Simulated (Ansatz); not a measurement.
The system is C.

```
C
1.0
     2.52210    0.00000    0.00000
    -1.26105    2.18420    0.00000
     0.00000    0.00000    8.23710
C
8
Cartesian
  1.2611 0.7281 6.9501
  0.0000 1.4561 2.8315
  1.2611 0.7281 5.4056
  0.0000 1.4561 1.2870
  0.0000 0.0000 7.4649
  0.0000 0.0000 3.3463
  0.0000 0.0000 4.8908
  0.0000 0.0000 0.7722
```

This is a hexagonal form of diamond, not graphite.

* Program: Ansatz 0.2.0
* Task: relaxation of cell and atoms
* Functional: r2SCAN
* Potentials or basis: Ansatz PAW
* Cutoff: 500 eV (not typed: the program's choice for these potentials)
* k mesh: 12 × 12 × 4
* Occupations: fermi-dirac, width 0.05 eV
* Spin: no spin polarisation

At the start: volume 5.67 Å³/atom.

Q: Where does the relaxation end?

A: It ends after 6 steps and the volume is 5.65 Å³/atom (-0.4 %); space group P6_3/mmc (No. 194, to 0.05 Å).

Step by step:
```csv
step,energy change (eV),largest force (eV/Å),volume (Å³)
1,0.0000,0.3587,45.38
2,-0.0154,0.4070,45.25
3,-0.0209,0.2142,45.22
4,-0.0226,0.0150,45.17
5,-0.0226,0.0018,45.17
6,-0.0225,0.0017,45.17
```

Final structure:
```cif
data_structure
_symmetry_space_group_name_H-M 'P 1'
_symmetry_Int_Tables_number 1
_cell_length_a 2.5098
_cell_length_b 2.5098
_cell_length_c 8.2803
_cell_angle_alpha 90.000
_cell_angle_beta 90.000
_cell_angle_gamma 120.000
_cell_volume 45.17
loop_
_atom_site_label
_atom_site_type_symbol
_atom_site_fract_x
_atom_site_fract_y
_atom_site_fract_z
_atom_site_occupancy
C1 C 0.66667 0.33333 0.84450 1
C2 C 0.33333 0.66667 0.34450 1
C3 C 0.66667 0.33333 0.65550 1
C4 C 0.33333 0.66667 0.15550 1
C5 C 0.00000 0.00000 0.90707 1
C6 C 0.00000 0.00000 0.40707 1
C7 C 0.00000 0.00000 0.59293 1
C8 C 0.00000 0.00000 0.09293 1
```

Caveat: the plane-wave basis is chosen anew once the cell has moved, so the energies of steps on either side of that aren't comparable; the PAW data sets come from PBE, with cores solved anew for the run's functional, which leaves a small shift of forces and pressure.
